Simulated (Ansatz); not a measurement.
# MgO: the cost of one run

Computed with Ansatz 0.2.0 (DFT PBE, scalar-relativistic, plane waves, PAW, unless a step's input says otherwise).

1 further run of the same task is left out (set aside as unsound or not needed).

## 1. The starting structure

Symmetry: Fm-3m, No. 225, cubic system. Conventional cell: a = 4.253 Å, b = 4.253 Å, c = 4.253 Å, α = 90.00°, β = 90.00°, γ = 90.00°. Mg (site symmetry m-3m) has 6 O at 2.13 Å as nearest neighbours. Around O (site symmetry m-3m) lie 6 Mg at 2.13 Å.

As a file:

```cif
data_structure
_symmetry_space_group_name_H-M 'Fm-3m'
_symmetry_Int_Tables_number 225
_cell_length_a 4.2535
_cell_length_b 4.2535
_cell_length_c 4.2535
_cell_angle_alpha 90.000
_cell_angle_beta 90.000
_cell_angle_gamma 90.000
_cell_volume 76.95
loop_
_atom_site_label
_atom_site_type_symbol
_atom_site_symmetry_multiplicity
_atom_site_Wyckoff_symbol
_atom_site_fract_x
_atom_site_fract_y
_atom_site_fract_z
_atom_site_occupancy
Mg1 Mg 4 b 0.50000 0.00000 0.00000 1
O1 O 4 a 0.00000 0.00000 0.00000 1
```

It is the end of an earlier relaxation with the same method, from a generated guess; it is a trial structure. At a tolerance of 0.02 Å it has space group Fm-3m (No. 225); it has 9.62 Å³/atom, an uncorrected energy of -2.68 eV/atom over the elements.

## 2. Electronic structure at the relaxed geometry

input.yaml reads:

```yaml
crystal:
  lattice:
    - [0.0, 2.1267339561, 2.1267339561]
    - [2.1267339561, 0.0, 2.1267339561]
    - [2.1267339561, 2.1267339561, 0.0]
  atoms:
    - { symbol: Mg, position: [0.5, 0.5, 0.5] }
    - { symbol: O, position: [0.0, 0.0, 0.0] }
basis:
  ecutwfc: 420
kpoints:
  mp_grid: { grid: [10, 10, 10] }
  band_path:
    path:
      - [[0.0, 0.0, 0.0], [0.5, 0.0, 0.5], [0.625, 0.25, 0.625]]
      - [[0.375, 0.375, 0.75], [0.0, 0.0, 0.0], [0.5, 0.5, 0.5], [0.5, 0.25, 0.75], [0.5, 0.0, 0.5]]
    npoints: 14
hamiltonian:
  xc: pbe
scf:
  occupations: { method: gaussian, width: 0.02 }
  n_extra_bands: 6
output:
  forces: true
  stress: true
  eigenvalues: true
  populations: true
  dos: { projected: true, de: 0.02, nscf_kmesh: { grid: [15, 15, 15] } }
  bader: true
  write_density: true
  write_potential: true
  elf: true
  volumetric_format: npy
```

On the command line:

```bash
> ansatz run input.yaml --threads 1 --pin off --max-ram 2560MiB --backend cpu --events-out ev --progress --plain --runs-dir out
```

Q: Estimate wall time and peak memory on 1 thread of Arm Neoverse V1, shared host.

About 11 s, with a peak of 0.26 GiB.
